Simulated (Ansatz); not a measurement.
One crystal and one scan (energy against volume) at two levels, PBE (plane waves to 420 eV, PAW, scalar-relativistic; Ansatz, an electronic-structure program) and PBEsol (plane waves to 420 eV, PAW, scalar-relativistic; Ansatz), each from its own relaxed cell and on its own mesh. The cell shown is that of PBE.

CsPbI3 (cubic perovskite)

```
CELL_PARAMETERS angstrom
      6.39047     0.00000     0.00000
      0.00000     6.39047     0.00000
      0.00000     0.00000     6.39047
ATOMIC_POSITIONS crystal
  Cs 0.00000 0.00000 0.00000
  Pb 0.50000 0.50000 0.50000
  I  0.00000 0.50000 0.50000
  I  0.50000 0.50000 0.00000
  I  0.50000 0.00000 0.50000
```

E(V) scan at fixed shape, V₀ the volume above. Symmetry pins the atoms to their sites.

E stands for the smeared free energy. CsPbI3 was relaxed with its symmetry unable to fall. Spin-orbit coupling is left out, though I and Pb are heavy. This is a high-temperature form of CsPbI3. Both scans cover V/V₀ from 0.940 to 1.060.

ΔE (meV/atom), each from the relaxed starting cell of its own level:

```json
[
 {"V/V₀": "0.940", "PBE": "9.7", "PBEsol": "10.7"},
 {"V/V₀": "0.952", "PBE": "6.1", "PBEsol": "6.7"},
 {"V/V₀": "0.964", "PBE": "3.3", "PBEsol": "withheld"},
 {"V/V₀": "0.976", "PBE": "1.5", "PBEsol": "1.6"},
 {"V/V₀": "0.988", "PBE": "0.4", "PBEsol": "0.4"},
 {"V/V₀": "1.000", "PBE": "0.0", "PBEsol": "0.0"},
 {"V/V₀": "1.012", "PBE": "0.3", "PBEsol": "0.4"},
 {"V/V₀": "1.024", "PBE": "1.3", "PBEsol": "1.4"},
 {"V/V₀": "1.036", "PBE": "2.9", "PBEsol": "3.2"},
 {"V/V₀": "1.048", "PBE": "5.0", "PBEsol": "5.6"},
 {"V/V₀": "1.060", "PBE": "7.7", "PBEsol": "8.5"}
]
```

Task: Estimate the PBEsol value at 0.964 from the PBE value there and the ratio of the two levels in the two nearest given rows on that side of the minimum.

Result: At 0.952 and 0.940 the ratio PBEsol/PBE averages 1.101, which gives 1.101 × 3.3 = 3.6 meV/atom. The calculation gives 3.7 meV/atom, +12.1 % against PBE.

(A scan under strain: stresses follow from slopes of the energy per volume, elastic moduli from its curvatures.)
